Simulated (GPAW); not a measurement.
Write an ASE script for GPAW 26.7.0 that does the following.

* Task: single point
* Functional: PBE
* Potentials or basis: GPAW PAW data sets (gpaw-data 1.2.1)
* Cutoff: 800 eV
* Basis: pw
* k mesh: 7 × 7 × 2
* Occupations: fermi-dirac, width 0.05 eV
* Spin: no spin polarisation
* Maxiter: 50

The structure of SiC lies in SiC.cif:

```cif
data_SiC
_cell_length_a 3.07569415
_cell_length_b 3.07569415
_cell_length_c 10.07064648
_cell_angle_alpha 90.00000000
_cell_angle_beta 90.00000000
_cell_angle_gamma 120.00000000
_space_group_name_H-M_alt 'P6_3mc'
_space_group_name_Hall 'P 6c -2c'
_space_group_IT_number 186
loop_
_space_group_symop_operation_xyz
'x,y,z'
'x-y,x,z+1/2'
'-y,x-y,z'
'-x,-y,z+1/2'
'-x+y,-x,z'
'y,-x+y,z+1/2'
'y,x,z+1/2'
'x,x-y,z'
'x-y,-y,z+1/2'
'-y,-x,z'
'-x,-x+y,z+1/2'
'-x+y,y,z'
loop_
_atom_site_label
_atom_site_type_symbol
_atom_site_symmetry_multiplicity
_atom_site_Wyckoff_symbol
_atom_site_fract_x
_atom_site_fract_y
_atom_site_fract_z
_atom_site_occupancy
Si1 Si 2 a 0.0000000000 0.0000000000 0.1878943800 1
Si2 Si 2 b 0.3333333333 0.6666666667 0.4378419800 1
C1 C 2 a 0.0000000000 0.0000000000 0.0004600500 1
C2 C 2 b 0.3333333333 0.6666666667 0.2498025900 1
```

The cell is a database's computed one.

One way to write it, as run:

run.py

```python
from ase.dft.bandgap import bandgap
from ase.io import read, write
from ase.units import GPa
from gpaw import GPAW, PW

atoms = read('SiC.cif')

calc = GPAW(mode=PW(800),
            xc='PBE',
            kpts={'size': (7, 7, 2), 'gamma': True},
            occupations={'name': 'fermi-dirac', 'width': 0.05},
            nbands=32,
            convergence={'density': 1e-05, 'energy': 1e-05},
            maxiter=50,
            txt='gpaw.txt')
atoms.calc = calc
energy = atoms.get_potential_energy()
forces = atoms.get_forces()
stress = atoms.get_stress()
calc.write('gs.gpw')
write('result.traj', atoms)
print(f'Energy: {energy:.6f} eV')
print('Forces (eV/A):')
print(forces.round(4))
print('Stress (GPa):', (stress / GPa).round(3))
print('Fermi level:', round(calc.get_fermi_level(), 4), 'eV')
print(f'Gap: {bandgap(calc)[0]:.4f} eV, direct: {bandgap(calc, direct=True)[0]:.4f} eV')
```

Potentials or basis: GPAW PAW data sets (gpaw-data 1.2.1), pw.

The run is started by

```sh
$ OMP_NUM_THREADS=1 python run.py
```

It gave:

The pressure is 5.2 GPa and the largest force is 0.005 eV/Å. The band gap on the k mesh is 2.40 eV, indirect (least direct gap 3.47 eV).

Caveat: an odd mesh through Γ misses points on the zone boundary, where band edges often lie.

Run time: 86 s on 1 thread of Arm Neoverse N1, on a shared host, peak memory 0.23 GiB.
